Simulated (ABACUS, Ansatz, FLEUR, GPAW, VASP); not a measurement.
# Al2Au: 5 runs at one level of theory

```xyz
3
Lattice="0.0000 3.0000 3.0000 3.0000 0.0000 3.0000 3.0000 3.0000 0.0000" Properties=species:S:1:pos:R:3 pbc="T T T"
Au    0.0000    0.0000    0.0000
Al    4.5000    4.5000    4.5000
Al    1.5000    1.5000    1.5000
```

Alike in all runs: task equation of state; functional PBEsol; k mesh 8 × 8 × 8; occupations fermi-dirac, width 0.05 eV; no spin polarisation; no spin-orbit coupling.

```json
{"program and potentials": "VASP, PBE PAW files Al, Au, 520 eV", "plane-wave cutoff (eV)": "520", "notes": "potentials made for PBE", "equilibrium volume (Å³/atom)": "17.99", "bulk modulus (GPa)": "114.5"}
{"program and potentials": "GPAW, PAW data sets generated for this functional", "plane-wave cutoff (eV)": "600", "notes": "this data set often lies off other programs", "equilibrium volume (Å³/atom)": "18.08", "bulk modulus (GPa)": "114.0"}
{"program and potentials": "ABACUS, PseudoDojo NC SR 0.4.1 PBEsol standard, plane waves", "plane-wave cutoff (eV)": "1034", "notes": "-", "equilibrium volume (Å³/atom)": "17.99", "bulk modulus (GPa)": "114.7"}
{"program and potentials": "FLEUR, all-electron, FLAPW", "plane-wave cutoff (eV)": "-", "notes": "-", "equilibrium volume (Å³/atom)": "18.01", "bulk modulus (GPa)": "114.0"}
{"program and potentials": "Ansatz, all-electron LAPW, scalar-relativistic", "plane-wave cutoff (eV)": "-", "notes": "-", "equilibrium volume (Å³/atom)": "18.01", "bulk modulus (GPa)": "114.0"}
```

The equilibrium volume spans 17.99 (VASP, PBE PAW files Al, Au, 520 eV) to 18.08 Å³/atom (GPAW, PAW data sets generated for this functional), with all-electron results at 18.01. The bulk modulus spans 114.0 (GPAW, PAW data sets generated for this functional) to 114.7 GPa (ABACUS, PseudoDojo NC SR 0.4.1 PBEsol standard, plane waves), with all-electron results at 114.0. For a metal such a mesh isn't converged, which the comparison doesn't need.

The functional is the same throughout but for its coding, so the spread measures potentials, basis and numerics; runs on potential files found faulty are left out.
